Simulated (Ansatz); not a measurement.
# SnO$_{2}$: the gap under strain

SnO$_{2}$, P4_2/mnm, a = 4.827 Å, c = 3.238 Å. Ansatz: PBE, PAW, 420 eV, Γ-centred 6×6×8 mesh on 6 atoms, Gaussian smearing 0.02 eV; no spin polarisation. Series: uniaxial strain along c, with a, b and atoms relaxed; x is the strain in per cent. The gap is sought over the whole zone.

```
x (%) gap y (eV)
 -4.5           ?
 -3.0       0.904
 -1.5       0.793
  0.0       0.681
  1.5       0.569
  3.0       0.463
  4.5       0.364
```

Question: Fit y = E0 + c1 x + c2 x² to the other rows, give the deformation potential for this strain, and predict the missing gap.

Answer: Least squares on the rows shown. y = 0.6793 − 0.07342 x + 0.0006667 x². The deformation potential is 100 c1 = -7.34 eV per unit strain. At x = -4.5 the fit asked for gives 1.023 eV. The run gave 1.012 eV, so the fit is 0.011 eV too high, 1.7 % of the span of the series, against an rms of 0.002 eV on the fitted rows. The row lies outside the fitted range. With a term in x³ added, a fit to the same known rows predicts 1.010 eV, so most of the miss is curvature that the known rows already hold.

Semilocal functionals give gaps under the measured ones; changes of the gap mostly carry over better.